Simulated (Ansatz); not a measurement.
Sb: relaxation of cell and atoms

These are results of Ansatz 0.2.0, DFT, PBE, PAW with Ansatz's default frozen-core files, scalar-relativistic, not measurements.

Command: `ansatz run input.yaml --threads 1 --pin off --max-ram 2048MiB --backend cpu --events-out ev --progress --plain --runs-dir out` The run took 22 s on 1 thread of Arm Neoverse V2 (shared host).

```yaml
crystal:
  lattice:
    - [0.0, 3.2195088072, 3.2195088072]
    - [3.2195088072, 0.0, 3.2195088072]
    - [3.2195088072, 3.2195088072, 0.0]
  atoms:
    - { symbol: Sb, position: [0.0, 0.0, 0.0] }
    - { symbol: Sb, position: [0.25, 0.25, 0.25] }
kpoints:
  mp_grid: { grid: [10, 10, 10] }
scf:
  occupations: { method: fermi_dirac, width: 0.05 }
hamiltonian:
  xc: pbe
  pseudopotentials: { kind: paw }
output:
  forces: true
  stress: true
relax:
  f_tol: 0.005
  max_steps: 80
  cell: {}
```

Spin–orbit coupling is left out, though it moves levels of the heavy atoms by tenths of an eV or more.

The cell is built from the diamond type as a first guess.

The cutoff is 420 eV; energies and pressures of the walk include the program's estimate of the Pulay term.

Each frame lists the cell vectors (Å), then Cartesian positions (Å); symmetry keeps all forces zero. Free energies count from the first step, -12967.7719 eV.

The walk took 8 evaluations in all; steps that aren't listed are left out.

Step 1: E = 0.0 meV, P = 12.48 GPa

```
cell 0.0000 3.2195 3.2195 3.2195 0.0000 3.2195 3.2195 3.2195 0.0000
Sb    0.0000    0.0000    0.0000
Sb    1.6098    1.6098    1.6098
```

Step 2: E = -496.4 meV, P = 3.99 GPa

```
cell 0.0000 3.3765 3.3765 3.3765 0.0000 3.3765 3.3765 3.3765 0.0000
Sb    0.0000    0.0000    0.0000
Sb    1.6882    1.6882    1.6882
```

Step 3: E = -583.3 meV, P = 0.89 GPa

```
cell 0.0000 3.4615 3.4615 3.4615 0.0000 3.4615 3.4615 3.4615 0.0000
Sb    0.0000    0.0000    0.0000
Sb    1.7308    1.7308    1.7308
```

Step 4: E = -588.7 meV, P = 0.09 GPa

```
cell 0.0000 3.4875 3.4875 3.4875 0.0000 3.4875 3.4875 3.4875 0.0000
Sb    0.0000    0.0000    0.0000
Sb    1.7438    1.7438    1.7438
```

Step 5: E = -588.7 meV, P = 0.00 GPa

```
cell 0.0000 3.4904 3.4904 3.4904 0.0000 3.4904 3.4904 3.4904 0.0000
Sb    0.0000    0.0000    0.0000
Sb    1.7452    1.7452    1.7452
```

Step 6: E = -593.5 meV, P = 0.12 GPa (the cell of the step before, solved again on a basis chosen afresh, hence the jump)

(1) How does the relaxation end?

Answers

(1) It converges, with a = 6.989 Å, b = 6.989 Å, c = 6.989 Å, α = 90.00°, β = 90.00°, γ = 90.00° (conventional cell, space group Fd-3m). The last solve (on a basis chosen afresh for the final cell, so its energy is not quite comparable) gives E = -593.6 meV, P = 0.01 GPa:
```
cell 0.0000 3.4945 3.4945 3.4945 0.0000 3.4945 3.4945 3.4945 0.0000
Sb    0.0000    0.0000    0.0000
Sb    1.7473    1.7473    1.7473
```
